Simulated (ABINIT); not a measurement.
Input of an ABINIT 10.8.3 (patched build) run:

File run.abi:

```
# Pseudopotentials
pp_dirpath "./"
pseudos "Hf.upf"

# Structure
acell 5.9079484967 5.9079484967 5.9079484967
rprim
    -0.5773502692     0.5773502692     0.5773502692
     0.5773502692    -0.5773502692     0.5773502692
     0.5773502692     0.5773502692    -0.5773502692
ntypat 1
znucl 72
natom 1
typat 1
xred
     0.0000000000     0.0000000000     0.0000000000

# Plane-wave basis
ecut 707.496042 eV

# k points
kptopt 1
ngkpt 8 8 8
nshiftk 1
shiftk 0.0 0.0 0.0

# Exchange and correlation
ixc 7

# Bands and occupations
nband 10
occopt 3
tsmear 0.00183747

# SCF cycle
nstep 100
tolvrs 1.0e-10

# Output
iomode 3
prtwf 0
prtden 0
prteig 0
prtebands 0
```

Potentials or basis: PseudoDojo NC SR LDA v0.4.1 standard.

Run with:

```sh
$ abinit run.abi > log 2>&1
```

(1) What does it give for the band gap on the k mesh?

(2) Predict the pressure.

Results:

(1) none (metal or under the smearing width).

(2) -13.9 GPa.
